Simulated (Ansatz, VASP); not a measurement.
## One calculation of NaCl, two programs

Contents of INCAR:

```
PREC = Accurate
ENCUT = 520
EDIFF = 1E-6
ISMEAR = 0
SIGMA = 0.01
LREAL = False
LASPH = True
NELM = 60
ALGO = Normal
ISIF = 2
LWAVE = False
LCHARG = False
NBANDS = 14
```

Contents of KPOINTS:

```
Automatic mesh
0
Gamma
  8 8 8
```

The input POSCAR:

```
NaCl
1.0
    0.0000000000      2.8027320724      2.8027320724
    2.8027320724      0.0000000000      2.8027320724
    2.8027320724      2.8027320724      0.0000000000
Na Cl
1 1
Direct
    0.0000000000      0.0000000000      0.0000000000
    0.5000000000      0.5000000000      0.5000000000
```

Input for Ansatz:

```yaml
crystal:
  lattice:
    - [0.0, 2.8027320724, 2.8027320724]
    - [2.8027320724, 0.0, 2.8027320724]
    - [2.8027320724, 2.8027320724, 0.0]
  atoms:
    - { symbol: Na, position: [0.0, 0.0, 0.0] }
    - { symbol: Cl, position: [0.5, 0.5, 0.5] }
kpoints:
  mp_grid: { grid: [8, 8, 8] }
  band_path:
    path:
      - [0.0, 0.0, 0.0]
      - [0.5, 0.0, 0.5]
      - [0.625, 0.25, 0.625]
      - [0.375, 0.375, 0.75]
      - [0.5, 0.5, 0.5]
      - [0.5, 0.25, 0.75]
    npoints: 1
hamiltonian:
  xc: lda
scf:
  occupations: { method: fixed }
  n_extra_bands: 4
output:
  forces: true
  stress: true
  eigenvalues: true
```

Alike in both runs: task single point; functional LDA; k mesh 8 × 8 × 8; no spin polarisation.

```csv
,VASP,Ansatz
version,VASP 6.6.1,Ansatz 0.2.0
potentials or method,"VASP PAW LDA potentials, release 64 (Na_pv, Cl)","plane waves, PAW"
plane-wave cutoff (eV),520,420
occupations,"gaussian, width 0.01 eV",fixed
valence electrons in the cell,14,16
```

|  | VASP | Ansatz | Ansatz less VASP |
| --- | --- | --- | --- |
| gap on the k mesh at the Fermi level (eV) | 4.77 | 4.76 | -0.007 |
| pressure (GPa) | -2.0 | -2.0 | -0.01 |

The two sets of potentials don't hold the same shells in valence.
